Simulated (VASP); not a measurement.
An input for Quantum ESPRESSO's pw.x (written as the equivalent of a VASP run, and not itself run):

```
&CONTROL
  calculation = 'scf'
  pseudo_dir = './pseudo'
  outdir = './out'
  tprnfor = .true.
  tstress = .true.
/
&SYSTEM
  ibrav = 0
  nat = 16
  ntyp = 2
  ecutwfc = 84
  occupations = 'smearing'
  smearing = 'gaussian'
  degauss = 0.00147
  input_dft = 'pbe'
/
&ELECTRONS
  conv_thr = 7.3e-08
  electron_maxstep = 100
/
ATOMIC_SPECIES
  Li 6.940 Li.upf
  N 14.007 N.upf
CELL_PARAMETERS angstrom
     7.2476160    0.0000000    0.0000000
    -3.6238080    6.2766200    0.0000000
     0.0000000    0.0000000    3.8696730
ATOMIC_POSITIONS crystal
  Li   0.0000000  0.0000000  0.5000000
  Li   0.0000000  0.5000000  0.5000000
  Li   0.5000000  0.0000000  0.5000000
  Li   0.5000000  0.5000000  0.5000000
  Li   0.1666660  0.3333340  0.0000000
  Li   0.1666660  0.8333340  0.0000000
  Li   0.6666660  0.3333340  0.0000000
  Li   0.6666660  0.8333340  0.0000000
  Li   0.3333340  0.1666660  0.0000000
  Li   0.3333340  0.6666660  0.0000000
  Li   0.8333340  0.1666660  0.0000000
  Li   0.8333340  0.6666660  0.0000000
  N    0.0000000  0.0000000  0.0000000
  N    0.0000000  0.5000000  0.0000000
  N    0.5000000  0.0000000  0.0000000
  N    0.5000000  0.5000000  0.0000000
K_POINTS automatic
  5 5 7 0 0 0
```

Write the VASP files for the same calculation (PBE).

This is not unique; one that fits is 
KPOINTS:
```
Automatic mesh
0
Gamma
5 5 7
0 0 0
```

INCAR:
```
SYSTEM = Li3N
PREC = Accurate; ENCUT = 400; LREAL = Auto
LASPH = .TRUE.
EDIFF = 1E-6; NELM = 100; ALGO = Normal
ISMEAR = 0; SIGMA = 0.02
GGA = PE
ISIF = 2
LWAVE = .FALSE.; LCHARG = .FALSE.
```

File POSCAR:
```
Li3N
1
    7.2476160000     0.0000000000     0.0000000000
   -3.6238080000     6.2766200000     0.0000000000
    0.0000000000     0.0000000000     3.8696730000
Li N
12 4
Direct
  0.0000000000   0.0000000000   0.5000000000
  0.0000000000   0.5000000000   0.5000000000
  0.5000000000   0.0000000000   0.5000000000
  0.5000000000   0.5000000000   0.5000000000
  0.1666660000   0.3333340000   0.0000000000
  0.1666660000   0.8333340000   0.0000000000
  0.6666660000   0.3333340000   0.0000000000
  0.6666660000   0.8333340000   0.0000000000
  0.3333340000   0.1666660000   0.0000000000
  0.3333340000   0.6666660000   0.0000000000
  0.8333340000   0.1666660000   0.0000000000
  0.8333340000   0.6666660000   0.0000000000
  0.0000000000   0.0000000000   0.0000000000
  0.0000000000   0.5000000000   0.0000000000
  0.5000000000   0.0000000000   0.0000000000
  0.5000000000   0.5000000000   0.0000000000
```

POTCAR, in this order: Li_sv N (PBE.64 set). Program: vasp_std.

Limits of the translation: the potentials are each code's own (VASP's PAW set, PseudoDojo norm-conserving files in pw.x), so ENCUT and ecutwfc are chosen apart and not converted; conv_thr bounds pw.x's estimated SCF error, while EDIFF bounds the energy change between steps.

The structure comes from a computed database's Li3N entry; how it stands against other phases isn't given here. The cell was not relaxed at this level. The run is one of a series of settings (LREAL = Auto, KPOINTS 5×5×7 Γ-centred mesh against the base run), some of them coarse on purpose.
